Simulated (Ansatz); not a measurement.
Structure types of Ag compared at 100 GPa

Structure types of Ag are relaxed in primitive cells with their symmetry kept at 100 GPa, first on PAW files, then by LAPW. The enthalpy is E + pV at zero temperature, without zero-point motion. Only the types listed were tried, and differences under about 5 meV/atom are mesh noise.

Computed with Ansatz 0.2.0; functional PBE, scalar-relativistic. Settings: Fermi–Dirac smearing of 0.08 eV, no spin polarisation. Methods: LAPW: all electrons, basis error target 0.5 meV/atom; PAW: frozen-core files, cutoff 420 eV.

k meshes: fcc 18×18×18, bcc 19×19×19, hcp 17×17×9, omega 9×9×12, simple hexagonal 18×18×16, sc 16×16×16.

Question: Which type is lowest in enthalpy, and by how much?

Answer: fcc, 7 meV/atom below hcp. The whole table:

```
      start type                   ends as          a, b, c (Å)  V (Å³/atom)  H − H(lowest), LAPW (meV/atom)  same, PAW
             fcc                fcc, Fm-3m  3.659, 3.659, 3.659        12.24                             0.0        0.0
             bcc                bcc, Im-3m  2.907, 2.907, 2.907        12.28                            62.2       61.8
             hcp             hcp, P6_3/mmc  2.581, 2.581, 4.244        12.24                             6.6        6.6
           omega             omega, P6/mmm  4.158, 4.158, 2.482        12.39                           193.3      192.6
simple hexagonal  simple hexagonal, P6/mmm  2.492, 2.492, 2.397        12.89                           737.2      735.8
              sc                 sc, Pm-3m  2.378, 2.378, 2.378        13.44                          1357.2     1354.6
```
